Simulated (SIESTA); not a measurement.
# ZnSe (Stilleite) under changes of volume

One of the cells (22.757 Å³/atom); the others are scaled copies at fixed shape and fractional positions:

```
Se Zn
1.0
     0.00000    2.83380    2.83380
     2.83380    0.00000    2.83380
     2.83380    2.83380    0.00000
Se Zn
1 1
Direct
  0.75000 0.75000 0.75000
  0.00000 0.00000 0.00000
```

* Program: SIESTA 5.4.2
* Functional: PBE
* Potentials or basis: SG15 1.2 (PBE files) or PseudoDojo by element
* Basis: DZP (energy shift 0.003 Ry; two zetas on semicore shells)
* Grid cutoff: 800 Ry
* Energy shift: 0.003 Ry
* k mesh: 8 × 8 × 8
* Occupations: fermi-dirac, width 0.05 eV
* Spin: no spin polarisation

```tsv
volume (Å³/atom)	energy over the lowest point (meV/atom)	pressure (GPa)	gap on the mesh (eV)
21.391	59.81	8.3	1.95
21.846	38.91	6.5	1.84
22.301	?	?	?
22.757	11.54	3.3	1.63
23.212	4.16	1.9	1.53
23.667	0.44	0.7	1.43
24.122	0.00	-0.4	1.33
```

Task: What does the run at 22.301 Å³/atom give?

Result: Energy over the lowest point 22.98 meV/atom; pressure 4.8 GPa; gap on the mesh 1.73 eV.

Worked out: A Birch-Murnaghan fit of order 3 (a polynomial in V^(-2/3)) to the other rows has its minimum at 23.96 Å³/atom with B0 = V·E''(V) = 57 GPa and B' = 4.4. It gives 22.99 meV/atom at 22.301 Å³/atom, against the run's 22.98, and -dE/dV = 4.8 GPa, against 4.8. A straight line through the other rows of the gap, of slope -5.15 eV per unit of ln V (its deformation potential), gives 1.73 eV, against the run's 1.73.

Energies are extrapolated to zero smearing.

Caveats: the basis of atomic orbitals isn't converged, which shifts pressures, moduli and gaps.

A mesh can miss the band edges. Spin-orbit coupling on Se is left out.
